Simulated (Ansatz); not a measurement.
Starting structure of a cell relaxation (symmetry kept):

```
CELL_PARAMETERS angstrom
0.00000 2.25350 2.25350
2.25350 0.00000 2.25350
2.25350 2.25350 0.00000
ATOMIC_POSITIONS crystal
Ga 0.00000 0.00000 0.00000
N 0.75000 0.75000 0.75000
```

These are results of Ansatz, DFT PBE, scalar-relativistic, plane waves, PAW, not measurements.

Plane waves to 420 eV, a k mesh through Γ of 10×10×10 on the computed 2-atom cell and Gaussian smearing (0.02 eV); no spin polarisation.

Q: What does it relax to?

A: The volume rises by 0.32 Å³/atom to 11.76 Å³/atom, and the energy falls by 4.9 meV/atom. Final structure:
```xyz
2
Lattice="0.0000 2.2742 2.2742 2.2742 0.0000 2.2742 2.2742 2.2742 0.0000" Properties=species:S:1:pos:R:3 pbc="T T T"
Ga    0.0000    0.0000    0.0000
N     3.4114    3.4114    3.4114
```

This zinc-blende form isn't the usual stable structure of the compound.